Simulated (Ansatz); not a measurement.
# Y2NS2 MXene bilayer (AA) in a perpendicular field, part 3 of 3

Wanted: the out-of-plane response of the Y2NS2 MXene bilayer (AA). A positive field points along +c.

Ansatz 0.2.0; plane-wave DFT, PBE-D3(BJ), Ansatz PAW.

So far. Step 8 (Single point, field 0.35 V/Å): The dipole is 0.371 e·Å. Step 9 (Response, atoms held): The induced dipole is that of a conductor 16.36 Å thick.

## Step 10: The same run with other settings

This step: plane-wave DFT, PBE-D3(BJ), Ansatz PAW (Ansatz 0.2.0).

A run with a changed input: it repeats the earlier run at 0.1 V/Å with scf.occupations.method from fermi_dirac to cold, scf.occupations.width from 0.02585 to 0.001 and kpoints.mp_grid.grid from [18, 18, 1] to [12, 12, 1].

File input.yaml:

```yaml
crystal:
  lattice:
    - [3.6789385165, 0.0, 0.0]
    - [-1.8394692583, 3.1860542143, 0.0]
    - [0.0, 0.0, 32.5142237478]
  atoms:
    - { symbol: S, position: [0.3333333333, 0.6666666667, 0.2768019335] }
    - { symbol: "Y", position: [0.6666666667, 0.3333333333, 0.3248429997] }
    - { symbol: "N", position: [0.0, 0.0, 0.3680504698] }
    - { symbol: "Y", position: [0.3333333333, 0.6666666667, 0.4100241305] }
    - { symbol: S, position: [0.6666666667, 0.3333333333, 0.4584126801] }
    - { symbol: S, position: [0.3333333333, 0.6666666667, 0.541587321] }
    - { symbol: "Y", position: [0.6666666667, 0.3333333333, 0.5899758681] }
    - { symbol: "N", position: [0.0, 0.0, 0.6319495321] }
    - { symbol: "Y", position: [0.3333333333, 0.6666666667, 0.6751569985] }
    - { symbol: S, position: [0.6666666667, 0.3333333333, 0.7231980665] }
kpoints:
  mp_grid: { grid: [12, 12, 1] }
  band_path:
    path: [[0, 0, 0], [0.5, 0, 0], [0.33333333, 0.33333333, 0], [0, 0, 0]]
    npoints: 16
hamiltonian:
  xc: pbe
  dispersion: d3bj
scf:
  occupations: { method: cold, width: 0.001 }
  convergence: { dr2_threshold: 1.0e-10 }
efield:
  axis: 3
  dipole_correction: true
  ramp_position: 0.9616
  ramp_width: 0.0769
  amplitude: 0.1
output:
  write_potential: true
  write_density: true
  volumetric_format: npy
```

Started as:

```sh
$ ansatz run input.yaml --threads 4 --pin off --max-ram 12288MiB --backend cpu --events-out ev --progress --plain --runs-dir out
```

Numbers of over 12 decimals in the logs are rounded to 6 here.

Output:

```text
[...]
Crystal: 10 atoms, lattice volume = 381.109 Å³
Basis set: ecut = 420 eV, 7429 PW (Γ)
Bands: 49, of which v1, the nominal top of the filled ones, is band 39 counted from 1 (38 counted from 0)
Symmetry: 6 space group operations
k-points: 19 of 144 (time reversal used)
[...]
SCF iter   1: F=—  HF=-19792.715160 eV  |F-HF|=—  |Δ(HF+E_count)|=         —  Δρ=6.42e-2  dr2=2.90e1  ethr=3.10e-3  p=0.107 e·Å  D=5.10e-2 V/Å  ΔV_dip=-1.66 eV  dr2_dipole=3.92e-3  V_vac-E_F(+/−)=9.84/8.56 eV  ⟨swp⟩=8.7  Hψ=4293  notcnv=0  defer=12
[...]
SCF iter  46: F=-19787.183983 eV  HF=-19787.183983 eV  |F-HF|=9.46e-11  |Δ(HF+E_count)|=  3.64e-12  S|Δr|=    0.00e0  Δρ=5.14e-8  dr2=7.46e-11  ethr=1.00e-12  p=0.106 e·Å  D=5.04e-2 V/Å  ΔV_dip=-1.64 eV  dr2_dipole=7.02e-12  V_vac-E_F(+/−)=7.83/6.53 eV  ⟨swp⟩=1.0  Hψ=1007  notcnv=0
SCF 1 converged in 46 iterations: F = -19787.183983 eV  dr2 = 7.46e-11
[...]
SCF converged after 46 iterations
Stability not checked: this state was not tested for a lower state beside it, because cold or Methfessel-Paxton smearing, or corrected tetrahedra, fill the levels in a way that the test cannot read (fill_not_monotonic; see scf.lower_state_search)
Free energy (F): -19787.183983 eV
[...]
Internal energy: -19787.183959 eV  (E = F + TS)
E sigma→0 (E₀):  -19787.183975 eV
Entropy (-TS):   -0.000024 eV (-0.002 meV/atom)
Fermi energy:    0.541388 eV
Dipole field:    D = 0.050393 V/Å  (p = 0.106135 e·Å, saw-weighted, corrected)
Work function:   not extracted (applied field tilts the vacuum); planar V_es + V_field profile in the machine report
[...]
--- Band table (eV; the first three rows and the last of 19) ---
  k-point 0: bands = [... 35 lower, 0.9613, 1.0077, 1.0077, 1.0987, 1.0987, 4.0577, 4.0577, 4.0813, ... 6 higher]
  k-point 1: bands = [... 35 lower, 0.6779, 0.7684, 0.8972, 0.9960, 1.0576, 3.8760, 3.9073, 4.2174, ... 6 higher]
  k-point 2: bands = [... 35 lower, 0.2978, 0.6747, 0.7672, 0.7856, 0.8861, 3.3996, 3.5065, 4.5787, ... 6 higher]
  k-point 18: bands = [... 35 lower, -0.3685, -0.2641, -0.2448, 0.1374, 0.1377, 4.4940, 4.4961, 4.5882, ... 6 higher]
```

The job ended after 18 s (4 threads of Intel Xeon 6975P-C (Granite Rapids), shared host; peak memory 1 GiB).

| quantity | this run | earlier run | difference |
| --- | --- | --- | --- |
| dipole along the normal (e·Å) | 0.1061 | 0.1060 | 1.4e-4 |

The dipole moves by under 0.5 % or 5e-5 e·Å. The run took 46 SCF cycles against 14.

The change did no harm here.

## Step 11: A changed input

Another changed input: it repeats the earlier run at 0.1 V/Å with crystal.symmetry to detect: false and kpoints.mp_grid.grid from [18, 18, 1] to [9, 9, 1].

Edit input.yaml of step 10 so:

```diff
@@ -16,4 +16,5 @@
     - { symbol: S, position: [0.6666666667, 0.3333333333, 0.7231980665] }
+  symmetry: { detect: false }
 kpoints:
-  mp_grid: { grid: [12, 12, 1] }
+  mp_grid: { grid: [9, 9, 1] }
   band_path:
@@ -25,3 +26,3 @@
 scf:
-  occupations: { method: cold, width: 0.001 }
+  occupations: { method: fermi_dirac, width: 0.02585 }
   convergence: { dr2_threshold: 1.0e-10 }
```

Output:

```text
[...]
Crystal: 10 atoms, lattice volume = 381.109 Å³
Basis set: ecut = 420 eV, 7429 PW (Γ)
Bands: 49, of which v1, the nominal top of the filled ones, is band 39 counted from 1 (38 counted from 0)
Symmetry: 1 space group operations
k-points: 41 of 81 (time reversal used)
[...]
SCF iter   1: F=—  HF=-19792.736999 eV  |F-HF|=—  |Δ(HF+E_count)|=         —  Δρ=6.42e-2  dr2=2.91e1  ethr=3.10e-3  p=0.107 e·Å  D=5.10e-2 V/Å  ΔV_dip=-1.66 eV  dr2_dipole=1.45e-3  V_vac-E_F(+/−)=9.83/8.55 eV  ⟨swp⟩=8.9  Hψ=9251  notcnv=0  defer=24
[...]
SCF iter  15: F=-19787.186849 eV  HF=-19787.186849 eV  |F-HF|=8.00e-11  |Δ(HF+E_count)|=  2.18e-11  Δρ=5.44e-8  dr2=3.47e-11  ethr=1.00e-12  p=0.106 e·Å  D=5.04e-2 V/Å  ΔV_dip=-1.64 eV  dr2_dipole=3.25e-13  V_vac-E_F(+/−)=7.84/6.54 eV  ⟨swp⟩=15.8  Hψ=6660  notcnv=0
SCF 1 converged in 15 iterations: F = -19787.186849 eV  dr2 = 3.47e-11
[...]
SCF converged after 15 iterations
Free energy (F): -19787.186849 eV
[...]
Internal energy: -19787.164927 eV  (E = F + TS)
E sigma→0 (E₀):  -19787.175888 eV
Entropy (-TS):   -0.021922 eV (-2.192 meV/atom)
Fermi energy:    0.533461 eV
Dipole field:    D = 0.050352 V/Å  (p = 0.106048 e·Å, saw-weighted, corrected)
Work function:   not extracted (applied field tilts the vacuum); planar V_es + V_field profile in the machine report
[...]
--- Band table (eV; the first three rows and the last of 41) ---
  k-point 0: bands = [... 35 lower, 0.9544, 1.0039, 1.0039, 1.0930, 1.0930, 4.0526, 4.0526, 4.0765, ... 6 higher]
  k-point 1: bands = [... 35 lower, 0.4887, 0.7699, 0.8228, 0.9231, 1.0293, 3.7253, 3.7834, 4.3249, ... 6 higher]
  k-point 2: bands = [... 35 lower, 0.2472, 0.5438, 0.6247, 0.6426, 0.6574, 3.0714, 3.2187, 4.7209, ... 6 higher]
  k-point 40: bands = [... 35 lower, -0.0988, 0.0198, 0.1681, 0.2769, 0.4749, 2.7974, 2.9894, 4.9235, ... 6 higher]
```

Elapsed: 23 s, on 4 threads; peak memory 1.3 GiB; 89 s of CPU time.

| quantity | this run | earlier run | difference |
| --- | --- | --- | --- |
| dipole along the normal (e·Å) | 0.1060 | 0.1060 | 4.9e-5 |

The dipole moves by under 0.5 % or 5e-5 e·Å. The run took 15 SCF cycles against 14.

The change did no harm here.

## Step 12: Outcome

* gap without field: none
* work function, upper face: 7.21 eV
* equivalent conductor thickness, atoms held: 16.4 Å

What this shows: The induced dipole equals that of a perfect conductor 16.36 Å thick, while the outer atoms lie 14.51 Å apart. There is no gap over 0.03 eV, with or without the field. The first relaxation ran with spin and lost its moment, and the later runs have none; other magnetic states were not tried. Spin-orbit coupling is left out. The MXene's terminations sit over the metal atoms of its far layer; the site over carbon or nitrogen, which some compounds prefer, was not run.

[Logs are printed without paths, hosts, clocks, repeated set-up lines and the standing remarks that a program may print on its own settings, such as how far it seeks lower states.]

[Hosts, paths, dates, database ids (printed as entryN), source tags and the programs' standing remarks are cut or masked in the printed files.]

[Maps of the electrostatic potential energy from Ansatz leave out the sawtooth potential of an applied field or a dipole correction, so their vacuum need not be flat; planar profiles and work functions include it.]
